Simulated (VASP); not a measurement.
## TePb: relaxation of cell and atoms with AM05

The system is TePb.

```
Te Pb
1.0
     0.00000    3.23100    3.23100
     3.23100    0.00000    3.23100
     3.23100    3.23100    0.00000
Te Pb
1 1
Direct
  0.50000 0.50000 0.50000
  0.00000 0.00000 0.00000
```

- Program: VASP 6.6.1
- Task: relaxation of cell and atoms
- Functional: AM05
- Potentials or basis: VASP PAW PBE potentials, release 64 (Te, Pb_d)
- Cutoff: 600 eV
- k mesh: 8 × 8 × 8
- Occupations: gaussian, width 0.03 eV
- Spin: no spin polarisation
- Further INCAR settings: ALGO = Normal; EDIFF = 1e-06; IBRION = 2; EDIFFG = -0.01; NSW = 90; ISIF = 3

```yaml
Relaxed_volume: 33.81 Å³/atom
Relaxed_cell: a = 4.573 Å, b = 4.573 Å, c = 4.573 Å, α = 60.00°, β = 60.00°, γ = 60.00°
Space_group_after_relaxing_to_0.05_Å: Fm-3m (No. 225)
Energy_gained_by_relaxing: 0.0 meV/atom
Ionic_steps: 4
Pressure_after_relaxing: 0.0 GPa
Band_gap_on_the_k_mesh: 0.72 eV, direct
```

Final structure:
```
Te Pb
1.0
     0.00000    3.23370    3.23370
     3.23370    0.00000    3.23370
     3.23370    3.23370    0.00000
Te Pb
1 1
Direct
  0.50000 0.50000 0.50000
  0.00000 0.00000 0.00000
```

Levels at points of the mesh, in eV from the valence-band top:
```csv
k point,band 8,band 9,band 10,band 11,band 12,band 13
"(0.00, 0.00, 0.00)",-1.32,-1.32,-1.32,4.07,4.07,4.07
"(0.50, 0.00, 0.00)",-0.86,-0.86,0.00,0.72,1.27,1.27
"(0.50, 0.50, 0.00)",-4.47,-2.78,-2.78,3.30,5.46,5.46
```

Wall time 46 s on 1 thread of Intel(R) Xeon(R) 6975P-C (Granite Rapids) (shared host), peak memory 0.26 GiB.

Caveat: the PAW data sets were made with another functional, which shifts forces and pressure a little; spin-orbit coupling is left out, which as a rule narrows the gap of such compounds by several tenths of an eV. A k mesh can miss the band edges.
